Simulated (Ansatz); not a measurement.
System: Se (fcc type), 1 atom in the cell.

```xyz
1
Lattice="0.0000 2.1687 2.1687 2.1687 0.0000 2.1687 2.1687 2.1687 0.0000" Properties=species:S:1:pos:R:3 pbc="T T T"
Se    0.0000    0.0000    0.0000
```

Code and potentials: Ansatz PAW hard set, 700 eV. Settings of the plain PBE run: k-mesh 4×4×4 Γ-centred; Fermi–Dirac smearing of 0.15 eV; no spin polarisation.

Plain PBE gives:

```yaml
Pressure: -0.59 GPa
```

**Question.** What changes under PBE with spin–orbit coupling?

**Answer.** The pressure goes up by 0.12 GPa to -0.47 GPa.

The stress includes the program's correction for the finite plane-wave basis.

The k-mesh is coarse, so these values belong to this mesh and can lie far from the converged ones. This cubic structure is a model: it isn't the usual form of the substance at ambient conditions, and such phases are metastable or hypothetical.
